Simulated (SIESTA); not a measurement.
# Fe: equation of state with PBEsol

Crystal: Fe.

```
Fe
1.0
     0.00000    1.94174    1.96511
     1.49844    0.00000    1.96511
     1.49844    1.94174    0.00000
Fe
1
Cartesian
  0.0000 0.0000 0.0000
```

```
Program             : SIESTA 5.4.2
Task                : equation of state
Functional          : PBEsol
Potentials or basis : PseudoDojo 0.4 standard (PBEsol files)
Basis               : DZP (energy shift 0.003 Ry; two zetas on semicore shells)
Grid cutoff         : 800 Ry
Energy shift        : 0.003 Ry
k mesh              : 13 × 13 × 13
Occupations         : fermi-dirac, width 0.05 eV
Spin                : collinear spin, ferromagnetic start
Starting moments    : [3.0] μB
```

```yaml
Equilibrium_volume: 10.87 Å³/atom
Bulk_modulus_at_fixed_shape_and_positions: 226 GPa
Pressure_derivative_of_the_bulk_modulus: "6.7 (rough: it moves with the points fitted)"
```

Energy against volume, from the lowest point:
```tsv
volume (Å³/atom)	energy (meV/atom)
10.749	0.09
10.978	0.00
11.207	5.92
11.435	17.47
11.664	33.25
11.893	53.22
12.121	75.96
```

All runs of the series together: 13 min on 1 thread of Intel(R) Xeon(R) Platinum 8259CL CPU @ 2.50GHz (Skylake/Cascade Lake), on a shared host.

Caveat: short orbitals over semicore shells can move pressures by several GPa; the cell was scaled at fixed shape and fractional positions, which overstates the stiffness of a crystal with free parameters, most of all of layers and chains; the basis of atomic orbitals isn't converged, which shifts pressures, moduli and gaps.
